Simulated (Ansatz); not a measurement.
# Calculated ¹⁷O NMR of the central transition for Al2O3

Cell: a computed structure from the Materials Project (it need not be an observed phase), taken as it stands.

```cif
data_Al2O3
_symmetry_space_group_name_H-M 'R-3c:H'
_symmetry_Int_Tables_number 167
_cell_length_a 4.8050
_cell_length_b 4.8050
_cell_length_c 13.1163
_cell_angle_alpha 90.000
_cell_angle_beta 90.000
_cell_angle_gamma 120.000
loop_
_atom_site_label
_atom_site_type_symbol
_atom_site_symmetry_multiplicity
_atom_site_Wyckoff_symbol
_atom_site_fract_x
_atom_site_fract_y
_atom_site_fract_z
Al Al 12 c 0.0000 0.0000 0.1479
O O 18 e 0.0272 0.6667 0.9167
```

One atom of each set is listed; the run and its k-mesh use a cell of 10 atoms with edges of 5.18, 5.18, 5.18 Å.

Computed with Ansatz: DFT, PBE, plane waves and PAW, scalar-relativistic, 420 eV cutoff, Γ-centred 8×8×8 k-points, Fermi–Dirac smearing 0.02 eV.

¹⁷O has I = 5/2 and Q = -25.58 mb (Pyykkö 2018); at 21.1 T its Larmor frequency is ν₀ = 121.8 MHz. Only the quadrupole interaction is simulated: positions count from each site's isotropic chemical shift, and J coupling is left out, as are shift anisotropy and dipolar coupling, which fast spinning averages.

Simulated pattern of one O site (fast magic-angle spinning, Gaussian broadening 0.04 kHz):

```tsv
offset (kHz)	height
-0.8296	0
-0.8077	1
-0.7858	5
-0.7639	8
-0.7420	9
-0.7201	9
-0.6982	10
-0.6763	10
-0.6544	11
-0.6325	18
-0.6106	27
-0.5887	31
-0.5668	33
-0.5449	35
-0.5230	38
-0.5011	41
-0.4792	47
-0.4573	63
-0.4354	93
-0.4135	100
-0.3916	85
-0.3697	76
-0.3478	73
-0.3259	73
-0.3040	76
-0.2821	84
-0.2602	96
-0.2383	95
-0.2164	80
-0.1945	68
-0.1726	61
-0.1507	56
-0.1288	53
-0.1070	50
-0.0851	47
-0.0632	44
-0.0413	35
-0.0194	16
0.0025	3
0.0244	0
```

Task: Which |C_Q| and η does the pattern imply?

Result: The pattern spans 0.762 kHz before broadening and its centre of gravity is at -0.328 kHz, which fixes P_Q; the places of the horns and steps fix η. That gives P_Q = 2.58 MHz, |C_Q| = 2.47 MHz and η = 0.52. The sign of C_Q can't be read from the pattern.

The run took 5.3 s of wall time (17 s of CPU time) and 0.54 GiB at its peak, on 4 threads of Intel Xeon Platinum 8259CL CPU @ 2.50GHz (Skylake/Cascade Lake) (x86_64; 32 cores open to the job, memory cap 10.0 GiB, no GPU), a shared host with a load of 0.6 a core.
